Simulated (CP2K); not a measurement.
The system is Nb.

```
Nb
1.0
     2.88205    0.00000    0.00000
    -0.96068    2.71722    0.00000
    -0.96068   -1.35861    2.35318
Nb
1
Direct
  0.00000 0.00000 0.00000
```

Base run:

| Item | Value |
| --- | --- |
| Program | CP2K 2026.2 |
| Functional | LDA |
| Potentials or basis | POTENTIAL_UZH Nb GTH-PBE-q13; TZVP-MOLOPT-PBE-GTH basis |
| Density cutoff | 9184 eV |
| k mesh | 11 × 11 × 11 |
| Occupations | fermi-dirac, width 0.05 eV |
| Spin | no spin polarisation |

Its results: band gap on the k mesh none (metal or under the smearing width); pressure -9.6 GPa.

**Question.** After a change of settings the same cell gave: band gap on the k mesh none (metal or under the smearing width); pressure -5.8 GPa. Which change was it?
A. functional from LDA to rev-vdW-DF2
B. functional from LDA to vdW-DF-cx
C. functional from LDA to TPSS
D. functional from LDA to revPBE

**Answer.** B.

Caveats: the potentials were made for another functional, which shifts forces and pressure; the basis of atomic orbitals isn't converged, which shifts pressures, moduli and gaps.

Runs at the PBE level aren't shown here.
